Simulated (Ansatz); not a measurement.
A plane-wave DFT run in Ansatz 0.2.0 (scalar-relativistic PAW potentials unless the input names others): input and command.

```yaml
crystal:
  lattice:
    - [2.8368957788, 1.6378825416, 2.3279827511]
    - [-2.8368957788, 1.6378825416, 2.3279827511]
    - [0.0, -3.2757650831, 2.3279827511]
  atoms:
    - { symbol: Ba, position: [0.0027765409, 0.0027765409, 0.0027765409] }
    - { symbol: Ti, position: [0.5153296475, 0.5153296475, 0.5153296475] }
    - { symbol: O, position: [0.4894117898, 0.4894117898, 0.981770232] }
    - { symbol: O, position: [0.4894117898, 0.981770232, 0.4894117898] }
    - { symbol: O, position: [0.981770232, 0.4894117898, 0.4894117898] }
basis:
  ecutwfc: 420
kpoints:
  mp_grid: { grid: [6, 6, 6] }
hamiltonian:
  xc: pbe
scf:
  occupations: { method: gaussian, width: 0.02 }
  max_iter: 50
output:
  forces: true
  eigenvalues: true
  stress: true
total_charge: 4
```

```bash
ansatz run input.yaml --threads 1 --pin off --max-ram 2560MiB --backend cpu --events-out ev --progress --plain --runs-dir out
```

Abridged log:
```
Pseudopotentials: kind: paw
Pseudopotential: Ba, paw, valence charge 10, recommended cutoff 420 eV (normal)
Pseudopotential: Ti, paw, valence charge 12, recommended cutoff 420 eV (normal)
Pseudopotential: O, paw, valence charge 6, recommended cutoff 420 eV (normal)
Functional definition: PBE
Crystal: 5 atoms, lattice volume = 64.902 Å³
Basis set: ecut = 420 eV, 1273 PW (Γ), exchange–correlation on 54×54×54 points (8 copies of the dense FFT grid, shifted against one another)
Bands: 23, of which v1, the nominal top of the filled ones, is band 18 counted from 1 (17 counted from 0)
Symmetry: 6 space group operations
Space group: R3m (ITA 160), of the structure as read, at distance tolerance 4.0e-5 Å
k-points: 32 of 216 (time reversal used)
Initial density: superposition of atomic densities (neutral atoms scaled as one to the charged cell's electrons: chi_scale 0, normalization atom), corrected by the library's trained network
Initial wavefunctions: pseudopotential atomic-orbital guess
Functional: x = pbe(κ = 0.804, μ = 0.21951497), c = pbe(β = 0.06672455)
SCF iter   1: F=—  HF=-10209.674761 eV  |F-HF|=—  |Δ(HF+E_count)|=         —  Δρ=5.33e-1  dr2=2.43e2  ethr=1.77e-3  ⟨swp⟩=6.1  Hψ=3655  notcnv=0
SCF iter   2: F=—  HF=-10194.593323 eV  |F-HF|=—  |Δ(HF+E_count)|=    1.51e1  Δρ=7.75e-2  dr2=7.07e0  ethr=1.77e-3  ⟨swp⟩=4.0  Hψ=1892  notcnv=0  defer=23
SCF iter   3: F=—  HF=-10193.812318 eV  |F-HF|=—  |Δ(HF+E_count)|=   7.81e-1  Δρ=4.80e-2  dr2=2.85e0  ethr=1.77e-3  ⟨swp⟩=3.9  Hψ=1723  notcnv=0  defer=24
SCF iter   4: F=—  HF=-10193.414291 eV  |F-HF|=—  |Δ(HF+E_count)|=   3.98e-1  Δρ=2.21e-2  dr2=5.01e-1  ethr=1.77e-3  ⟨swp⟩=3.2  Hψ=1259  notcnv=0  defer=24
SCF iter   5: F=—  HF=-10193.334527 eV  |F-HF|=—  |Δ(HF+E_count)|=   7.98e-2  Δρ=9.04e-3  dr2=7.78e-2  ethr=1.39e-3  ⟨swp⟩=2.2  Hψ=1074  notcnv=0  defer=23
SCF iter   6: F=—  HF=-10193.321370 eV  |F-HF|=—  |Δ(HF+E_count)|=   1.32e-2  Δρ=4.27e-3  dr2=1.49e-2  ethr=2.16e-4  ⟨swp⟩=2.1  Hψ=1080  notcnv=0  defer=23
SCF iter   7: F=—  HF=-10193.319245 eV  |F-HF|=—  |Δ(HF+E_count)|=   2.13e-3  Δρ=2.22e-3  dr2=4.06e-3  ethr=4.14e-5  ⟨swp⟩=2.0  Hψ=1128  notcnv=0  defer=23
SCF iter   8: F=—  HF=-10193.318513 eV  |F-HF|=—  |Δ(HF+E_count)|=   7.32e-4  Δρ=8.74e-4  dr2=5.88e-4  ethr=1.13e-5  ⟨swp⟩=2.0  Hψ=1106  notcnv=0  defer=23
SCF iter   9: F=—  HF=-10193.318432 eV  |F-HF|=—  |Δ(HF+E_count)|=   8.01e-5  Δρ=4.81e-4  dr2=1.97e-4  ethr=1.63e-6  ⟨swp⟩=1.8  Hψ=837  notcnv=0  defer=23
SCF iter  10: F=—  HF=-10193.318388 eV  |F-HF|=—  |Δ(HF+E_count)|=   4.45e-5  Δρ=2.86e-5  dr2=4.51e-7  ethr=5.46e-7  ⟨swp⟩=2.3  Hψ=1104  notcnv=0  defer=23
SCF iter  11: F=—  HF=-10193.317551 eV  |F-HF|=—  |Δ(HF+E_count)|=   8.37e-4  Δρ=2.86e-5  dr2=2.51e-7  ethr=2.78e-10  ⟨swp⟩=10.7  Hψ=4580  notcnv=0
SCF iter  12: F=-10193.317551 eV  HF=-10193.317551 eV  |F-HF|=4.02e-9  |Δ(HF+E_count)|=   9.17e-8  Δρ=5.94e-6  dr2=9.14e-9  ethr=2.78e-10  ⟨swp⟩=3.0  Hψ=3007  notcnv=0
SCF 1 converged in 12 iterations: F = -10193.317551 eV  dr2 = 9.14e-9
SCF converged after 12 iterations
Free energy (F): -10193.317551 eV
Harris-Foulkes:  -10193.317551 eV  (|F-HF|=4.02e-9)
Internal energy: -10193.315600 eV  (E = F + TS)
E sigma→0 (E₀):  -10193.316575 eV
Entropy (-TS):   -0.001952 eV (-0.390 meV/atom)
Fermi energy:    7.014207 eV
--- Forces (eV/Å), atoms counted from 1 ---
  atom   1  Ba     0.00000000     0.00000000     0.19769601
  atom   2  Ti     0.00000000     0.00000000    -2.55692763
  atom   3  O      0.00000000    -0.75924011     0.78642329
  atom   4  O     -0.65752122     0.37962006     0.78642329
  atom   5  O      0.65752122     0.37962006     0.78642329
--- Stress (GPa, compression-positive) ---
       73.461566       0.000000       0.000000
        0.000000      73.461566       0.000000
        0.000000       0.000000      70.948392
  P = ⅓ Tr σ = 72.6238 GPa (726.238 kbar)
```

Task: What should be changed?

Result: The fault is a net charge on a solid that should be neutral, 4 electrons a cell too few, offset by a uniform background, so that energy and pressure hang on that convention (total_charge: not typed → 4, the first being the value of the sound run). Setting it back cures it. The run converged all the same, with a total energy on another zero, pressure 72.62 GPa (with the neutralising background of the charged cell), largest force 2.557 eV/Å, no gap on the mesh, so convergence alone doesn't show that an input is right. A reference run on usual settings, whose relaxation ended at this geometry, converged, and the end of its own relaxation has pressure 3.24 GPa, largest force 0.001 eV/Å, gap on the mesh 2.44 eV (its cell was held, or driven to that pressure on purpose).

Time: 9.3 s on 1 thread of Arm Neoverse V1, on a shared host, peak memory 0.36 GiB.